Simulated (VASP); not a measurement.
A run of VASP 6.6.1 is set up as follows.

Contents of POSCAR:

```
NaCl
1.0
    0.0000000000      2.7940632177      2.7940632177
    2.7940632177      0.0000000000      2.7940632177
    2.7940632177      2.7940632177      0.0000000000
Cl Na
1 1
Direct
    0.5000000000      0.5000000000      0.5000000000
    0.0000000000      0.0000000000      0.0000000000
```

Contents of INCAR.step1:

```
PREC     = Accurate       # precision mode
ENCUT    = 500            # plane-wave cutoff, eV
EDIFF    = 1E-8           # SCF threshold, eV
ISMEAR   = 0              # smearing method
SIGMA    = 0.01           # smearing width, eV
LREAL    = F              # projectors in reciprocal space
LASPH    = T              # aspherical terms in the spheres
NELM     = 80             # most SCF steps
ALGO     = Normal         # electronic algorithm
LWAVE    = T              # write WAVECAR
LCHARG   = F              # write CHGCAR
GGA      = PE             # functional
```

INCAR.step2

```
PREC     = Accurate       # precision mode
ENCUT    = 500            # plane-wave cutoff, eV
EDIFF    = 1E-8           # SCF threshold, eV
ISMEAR   = 0              # smearing method
SIGMA    = 0.01           # smearing width, eV
LREAL    = F              # projectors in reciprocal space
LASPH    = T              # aspherical terms in the spheres
NELM     = 1              # most SCF steps
ALGO     = Exact          # electronic algorithm
LWAVE    = T              # write WAVECAR
LCHARG   = F              # write CHGCAR
GGA      = PE             # functional
NBANDS   = 107            # bands
LOPTICS  = T              # frequency-dependent dielectric function
ISTART   = 1
```

Contents of INCAR.step3:

```
PREC     = Accurate       # precision mode
ENCUT    = 500            # plane-wave cutoff, eV
EDIFF    = 1E-8           # SCF threshold, eV
ISMEAR   = 0              # smearing method
SIGMA    = 0.01           # smearing width, eV
LREAL    = F              # projectors in reciprocal space
LASPH    = T              # aspherical terms in the spheres
ALGO     = EVGW0          # electronic algorithm
LWAVE    = F              # write WAVECAR
LCHARG   = F              # write CHGCAR
GGA      = PE             # functional
NELMGW   = 1            
NBANDS   = 107            # bands
ENCUTGW  = 100            # cutoff of the response function
NOMEGA   = 48             # frequency points
PRECFOCK = Fast         
ISTART   = 1            
NBANDSGW = 16
```

The input KPOINTS:

```
regular mesh
0
Gamma
  4 4 4
```

Potentials or basis: VASP PAW PBE potentials, release 64 (Cl_GW, Na_sv_GW).

Launch:

```bash
$ cat potpaw_PBE.64/Cl_GW/POTCAR potpaw_PBE.64/Na_sv_GW/POTCAR > POTCAR
$ cp INCAR.step1 INCAR
$ mpirun -np 1 vasp_std > vasp.out
$ cp INCAR.step2 INCAR
$ mpirun -np 1 vasp_std > vasp.out
$ cp INCAR.step3 INCAR
$ mpirun -np 1 vasp_std > vasp.out
```

(1) Predict the quasiparticle gap.

(2) Predict the least direct quasiparticle gap.

(3) Predict the band gap on the k mesh, mean-field level.

Results:

(1) 7.98 eV.

(2) 7.98 eV.

(3) 5.22 eV, direct.

Caveat: the k mesh is coarse (spacing up to 0.49 Å⁻¹), so the values aren't converged; bands, screening cutoff and mesh are small and nothing is extrapolated, so the quasiparticle values aren't converged.
